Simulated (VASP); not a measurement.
A run of VASP 6.6.1 is set up as follows.

INCAR

```
SYSTEM = InP
  PREC = Accurate
  ENCUT = 600
  EDIFF = 1E-7
  ISMEAR = 0
  SIGMA = 0.03
  LREAL = .False.
  LASPH = .True.
  NELM = 80
  ALGO = Fast
  ISIF = 2
  LWAVE = .False.
  LCHARG = .False.
  GGA = PE
  IVDW = 12
  IBRION = 2
  NSW = 40
  EDIFFG = -0.01
```

The input KPOINTS:

```
regular mesh
0
Gamma
  8 8 8
  0 0 0
```

File POSCAR:

```
InP                                     
1.0
    0.0000000000      2.9266042563      2.9266042563
    2.9266042563      0.0000000000      2.9266042563
    2.9266042563      2.9266042563      0.0000000000
  In              P             
     1     1
Direct
     0.0000000000000000    0.0000000000000000    0.0000000000000000
     0.2500000000000000    0.2500000000000000    0.2500000000000000
```

Potentials or basis: VASP PAW PBE potentials, release 64 (In_d, P).

The run is started by

```console
$ cat potpaw_PBE.64/In_d/POTCAR potpaw_PBE.64/P/POTCAR > POTCAR
$ mpirun -np 1 vasp_std > vasp.out
```

What does it give for the dispersion energy per atom?

-0.315 eV.

Predict the band gap on the k mesh.

0.73 eV, direct.

Final structure:
```
In P
1.0
     0.00000    2.92660    2.92660
     2.92660    0.00000    2.92660
     2.92660    2.92660    0.00000
In P
1 1
Direct
  0.00000 0.00000 0.00000
  0.25000 0.25000 0.25000
```

Caveat: the relaxation stopped at its first step, so nothing moved; spin-orbit coupling is left out, which moves the levels of the heavy elements.
